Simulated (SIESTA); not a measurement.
Crystal: ZnO (zincite).

```xyz
4
Lattice="3.2493 0.0000 0.0000 -1.6247 2.8140 0.0000 0.0000 0.0000 5.2057" Properties=species:S:1:pos:R:3 pbc="T T T"
Zn    1.6247    0.9380    0.0000
Zn    0.0000    1.8760    2.6029
O     0.0000    1.8760    4.5759
O     1.6247    0.9380    1.9730
```

```yaml
Program: SIESTA 5.4.2
Task: relaxation of cell and atoms
Functional: xPBE
Potentials_or_basis: PseudoDojo 0.4 standard (PBE files)
Basis: DZP (energy shift 0.002 Ry)
Grid_cutoff: 800 Ry
Energy_shift: 0.002 Ry
k_mesh: 9 × 9 × 5
Occupations: fermi-dirac, width 0.05 eV
Spin: no spin polarisation
```

At the start: pressure 8.9 GPa; volume 11.90 Å³/atom.

**Question.** Where does the relaxation end?

**Answer.** Over 16 steps the energy falls by 20.7 meV/atom and the volume is 12.64 Å³/atom (+6.2 %); space group P6_3mc (No. 186, to 0.05 Å).

The path:
```csv
step,energy change (eV),largest force (eV/Å),pressure (GPa),volume (Å³)
1,0.0000,0.1333,8.89,47.60
2,-0.0647,0.0690,3.88,49.20
3,-0.0539,0.2621,-2.55,51.83
4,-0.0752,0.1797,0.58,50.37
5,0.0038,0.7364,-2.49,52.24
6,-0.0820,0.0286,-0.32,50.75
7,-0.0809,0.0569,0.95,50.20
8,-0.0824,0.0007,0.08,50.57
9,-0.0825,0.0189,-0.11,50.63
10,-0.0823,0.0462,-0.35,50.71
11,-0.0825,0.0211,-0.13,50.63
12,-0.0828,0.0016,-0.23,50.64
13,-0.0825,0.0363,-0.36,50.66
14,-0.0828,0.0045,-0.25,50.65
15,-0.0829,0.0088,0.05,50.50
16,-0.0829,0.0058,-0.05,50.55
```

Final structure:
```
Zn O
1.0
     3.32677    0.00008    0.00000
    -1.66332    2.88110    0.00000
     0.00000    0.00000    5.27356
Zn O
2 2
Direct
  0.66661 0.33339 0.99688
  0.33339 0.66661 0.49688
  0.33340 0.66660 0.88206
  0.66660 0.33340 0.38206
```

Caveat: semicore shells carry a single zeta, which can move pressures by several GPa and volumes by a few percent; the potentials were made for another functional, which shifts forces and pressure; the basis of atomic orbitals isn't converged, which shifts pressures, moduli and gaps.
